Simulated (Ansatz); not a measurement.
## AlP: zone-centre modes under pressure

AlP, F-43m, a = 5.508 Å. Ansatz: PBE, PAW, 420 eV, Γ-centred 8×8×8 mesh on 2 atoms, fixed occupations; no spin polarisation. Cell and atoms are relaxed at each pressure with the symmetry kept; optical modes at Γ by linear response, in cm⁻¹, the highest, without the LO field.

| P (GPa) | V (Å³/atom) | ω1 |
| --- | --- | --- |
| 0 | 20.885 | 426.6 |
| 3 | 20.193 | ? |
| 8 | 19.246 | 470.4 |
| 15 | 18.213 | 501.8 |

Question: Get the mode's Grüneisen parameter γ = −d ln ω/d ln V from the other rows and predict the missing frequency.

Answer: ln(V/V0) = 0.0000, -0.0337, -0.0817, -0.1369; a line through ln(ω/ω0) of the 3 known rows gives ω1: γ = 1.187 (intercept 0.0002), predicted 444.1, computed 444.2. The miss is 0.0 %, or 1 % of the shift under pressure, so a constant γ serves at that level.

The mesh isn't the same in all rows (8×8×8, 10×10×10).

Cost: 4 runs of about 0.9 core-minutes in all, on AMD EPYC 9R45 (Zen 5) (shared hosts).